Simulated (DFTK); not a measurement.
# In (I4/mmm) in DFTK: further runs

Runs on In. Level: PBE. Tasks: single point.

Program: DFTK 0.8.2. These are calculated values, not measurements. Logs are shortened: lines on timing, memory, paths and dates and some standing lists are left out, and cuts for length are marked.

### 1 The cell of the first run

The structure is tetragonal, space group I4/mmm (No. 139). The conventional cell has a = 3.614 Å, b = 3.614 Å, c = 3.765 Å, α = 90.00°, β = 90.00°, γ = 90.00°. In (site symmetry 4/mmm) has 12 In at 3.17 to 3.61 Å as nearest neighbours.

### 2 Single point, PBE, 24.59 Å³/atom (strain = -0.04)

Contents of run.jl:

```julia
using DFTK
using PseudoPotentialData
using Unitful, UnitfulAtomic
using LinearAlgebra, Printf
include("save.jl")
disable_threading()

# lattice vectors are the columns
lattice = austrip(1u"Å") * [ -1.8072242304   1.8072242304   1.8072242304;
             1.8072242304  -1.8072242304   1.8072242304;
               1.88252524     1.88252524    -1.88252524]
symbols   = [:In]
positions = [[0.0, 0.0, 0.0]]
pseudopotentials = PseudoFamily("dojo.nc.sr.pbe.v0_4_1.standard.upf")
elements = Dict(s => ElementPsp(s, pseudopotentials) for s in unique(symbols))
atoms    = [elements[s] for s in symbols]

build_model(lattice, positions; symmetries=true) =
    model_DFT(lattice, atoms, positions;
              functionals=PBE(),
              temperature=austrip(0.05u"eV"),
              smearing=Smearing.FermiDirac(),
              symmetries)
Ecut  = 35.0  # hartree
kgrid = [7, 7, 7]
tol   = 1e-6
to_GPa = ustrip(uconvert(u"GPa", 1u"hartree/bohr^3"))

model = build_model(lattice, positions)
basis = PlaneWaveBasis(model; Ecut, kgrid)
display(basis)
scfres = self_consistent_field(basis;
                               tol,
                               nbandsalg=AdaptiveBands(model; n_bands_converge=11))
display(scfres.energies)
@printf "Fermi level: %.6f eV\n" ustrip(auconvert(u"eV", something(scfres.εF, NaN)))
forces = compute_forces_cart(scfres)
println("Forces (eV/Å)")
for (s, f) in zip(symbols, forces)
    @printf "%-3s %12.6f %12.6f %12.6f\n" s ustrip.(auconvert.(u"eV/Å", f))...
end
stress = compute_stresses_cart(scfres)
println("Stress (GPa)")
display(round.(stress * to_GPa; digits=4))
println("Levels at the first k-point (eV): ", round.(ustrip.(auconvert.(u"eV", scfres.eigenvalues[1][1:scfres.n_bands_converge])); digits=4))
save_scf!(scfres; forces, stress)
```

Potentials or basis: dojo.nc.sr.pbe.v0_4_1.standard.upf (PBE).

Run with:

```bash
julia --threads=1 run.jl  # save.jl only writes the numbers to a file and isn't shown; printed stress counts tension as positive; times include loading and compiling
```

Standard output:

```text
PlaneWaveBasis discretization:

    Ecut                 : 35.0 Ha
    fft_size             : (36, 36, 36), 46656 total points
    kgrid                : MonkhorstPack([7, 7, 7])
    num.   red. kpoints  : 343
    num. irred. kpoints  : 40

    Discretized Model(gga_x_pbe+gga_c_pbe, 3D):
        lattice (in Bohr)    : [-3.41516  , 3.41516   , 3.41516   ]
                               [3.41516   , -3.41516  , 3.41516   ]
                               [3.55746   , 3.55746   , -3.55746  ]
        unit cell volume     : 165.97 Bohr³

        atoms                : In
        pseudopot. family    : PseudoFamily("dojo.nc.sr.pbe.v0_4_1.standard.upf")

        num. electrons       : 13
        spin polarization    : none
        temperature          : 0.0018375 Ha
        smearing             : DFTK.Smearing.FermiDirac()

        terms                : Kinetic()
                               AtomicLocal()
                               AtomicNonlocal()
                               Ewald(nothing)
                               PspCorrection()
                               Hartree()
                               Xc(gga_x_pbe, gga_c_pbe)
                               Entropy()
n     Energy            log10(ΔE)   log10(Δρ)   Diag   Δtime
---   ---------------   ---------   ---------   ----   ------
  1   -66.44496334846                   -1.19    5.3    4.56s
  2   -66.44962835091       -2.33       -1.66    1.0    1.79s
  3   -66.44976360863       -3.87       -1.98    2.2    2.50s
  4   -66.44978235592       -4.73       -2.59    1.8    2.44s
  5   -66.44978495091       -5.59       -2.86    2.2    1.98s
  6   -66.44978565927       -6.15       -3.38    1.9    2.42s
  7   -66.44978572266       -7.20       -3.74    1.9    2.25s
  8   -66.44978574206       -7.71       -4.69    2.1    2.03s
  9   -66.44978574241       -9.45       -5.58    3.4    2.84s
 10   -66.44978574240   +  -10.77       -5.11    3.4    3.06s
 11   -66.44978574242      -10.63       -6.66    2.0    2.44s
Energy breakdown (in Ha):
    Kinetic             41.8268172
    AtomicLocal         -44.2615028
    AtomicNonlocal      -14.7731750
    Ewald               -44.4125435
    PspCorrection       1.9838160
    Hartree             13.2384180
    Xc                  -20.0514247
    Entropy             -0.0001910

    total               -66.449785742420
Fermi level: 7.530301 eV
Forces (eV/Å)
In     -0.000000     0.000000    -0.000000
Stress (GPa)
3×3 StaticArraysCore.SMatrix{3, 3, Float64, 9} with indices SOneTo(3)×SOneTo(3):
 -5.12   0.0    0.0
  0.0   -5.12   0.0
  0.0   -0.0   -6.4505
Levels at the first k-point (eV): [-7.5051, -7.5051, -7.4699, -7.1953, -7.1546, -2.6787, 18.8716, 19.1459, 19.1459, 20.419, 21.0842]
```

It took 70 s on 1 thread of AMD EPYC 7R43 (Zen 3), shared host; peak memory 1.4 GiB.

Results:

```yaml
Free_energy: -1808.1908 eV
Pressure: 5.6 GPa
Band_gap_on_the_k_mesh: none (metal or under the smearing width)
```

### 3 Single point, PBE, 25.63 Å³/atom (strain = -0.02)

Changes to run.jl since step 2:

```diff
@@ -8,4 +8,4 @@
 # lattice vectors are the columns
-lattice = austrip(1u"Å") * [ -1.8072242304   1.8072242304   1.8072242304;
-             1.8072242304  -1.8072242304   1.8072242304;
+lattice = austrip(1u"Å") * [ -1.8448747352   1.8448747352   1.8448747352;
+             1.8448747352  -1.8448747352   1.8448747352;
                1.88252524     1.88252524    -1.88252524]
```

Potentials or basis: dojo.nc.sr.pbe.v0_4_1.standard.upf (PBE).

Run with:

```bash
julia --threads=1 run.jl  # save.jl only writes the numbers to a file and isn't shown; printed stress counts tension as positive; times include loading and compiling
```

Wall time 70 s (1 thread of AMD EPYC 7R43 (Zen 3), shared host); peak memory 1.4 GiB.

The run converged. Its results:

```yaml
Free_energy: -1808.2148 eV
Pressure: 3.3 GPa
Band_gap_on_the_k_mesh: none (metal or under the smearing width)
```
